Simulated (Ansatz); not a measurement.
# BN (F-43m), a vibration from a frozen displacement

Computed with DFT LDA, scalar-relativistic, plane waves, PAW (Ansatz 0.2.0). Settings: plane waves to 420 eV, k-mesh 12×12×12 (Γ-centred), Gaussian smearing 0.05 eV. No spin polarisation. Energies are free energies at this smearing, counted from the undisturbed cell; pressure is positive in compression.

Zero of the scan (as given, not relaxed at this level; it stands at -14.2 GPa):

```
B N
1.0
     0.00000    1.81300    1.81300
     1.81300    0.00000    1.81300
     1.81300    1.81300    0.00000
B N
1 1
Cartesian
  0.0000 0.0000 0.0000
  2.7195 2.7195 2.7195
```

Every N atom is moved by x along the Cartesian unit vector (0.707, 0.707, 0.000); the cell and all other atoms stay fixed. The cell's volume is 11.92 Å³; the moved atoms weigh 14.007 u together and the others 10.810 u. Some rows repeat others by symmetry and weren't run.

| x (Å) | ΔE (meV/cell) | total force on the moved atoms along the move (eV/Å) | pressure (GPa) |
| --- | --- | --- | --- |
| -0.5000 | 2882.54 | 11.7217 | 62.4643 |
| -0.4375 | 2201.33 | 10.1007 | 43.9790 |
| -0.3750 | 1617.49 | 8.5971 | 28.1237 |
| -0.3125 | 1125.34 | 7.1587 | 14.8983 |
| -0.2500 | 722.17 | 5.7441 | 4.2477 |
| -0.1875 | 407.38 | 4.3278 | -3.9104 |
| -0.1250 | 181.49 | 2.8980 | -9.6625 |
| -0.0625 | 45.44 | 1.4534 | -13.0812 |
| 0.0000 | 0.00 | 0.0000 | -14.2151 |
| 0.0625 | 45.44 | -1.4534 | -13.0812 |
| 0.1250 | 181.49 | -2.8980 | -9.6625 |
| 0.1875 | 407.38 | -4.3278 | -3.9104 |
| 0.2500 | 722.17 | -5.7441 | 4.2477 |
| 0.3125 | 1125.34 | -7.1587 | 14.8983 |
| 0.3750 | 1617.49 | -8.5971 | 28.1237 |
| 0.4375 | 2201.33 | -10.1007 | 43.9790 |
| 0.5000 | 2882.54 | -11.7217 | 62.4643 |

Problem. What frequency belongs to this motion?

Solution. The force constant is k = −dF/dx = 23.254 eV/Å², from the parabola through x = -0.0625, 0 and 0.0625. In every cell the moved atoms swing against the rest, so the mass is μ = m₁m₂/(m₁ + m₂) = 6.101 u, and ν̃ = 521.5 cm⁻¹ × √(|k|/μ) = 1018 cm⁻¹, at this cell's pressure of -14.2 GPa. To first order in x, and within 1 %, the force on every atom lies along the move and, within each of the two groups, in proportion to the atom's mass, so this is itself a mode at the zone centre of this cell, taken without macroscopic field (the transverse frequency in a polar insulator).

Problem. How far does the harmonic law reach?

Solution. At x = -0.500 Å, kx²/2 = 2906.77 meV against the computed 2882.54 meV (-0.8 %): the well is still close to harmonic there.

Problem. The pressure changes with x². What does that say about the frequency under compression?

Solution. With E = k(V)x²/2, k ∝ V^(−2γ) and x scaling with the cell as V^(1/3), P − P0 = −∂E/∂V = (2γ − 2/3) ΔE/V. At x = 0.1250 Å, V(P − P0) = 11.92 × 4.55268 / 160.2 eV = 338.67 meV and ΔE = 181.49 meV, so γ = 1/3 + V(P − P0)/(2ΔE) = 1.27. This is the Grüneisen parameter of the motion under uniform scaling of the cell: shrinking the cell evenly by 1 % in volume raises the frequency by about 1.27 %.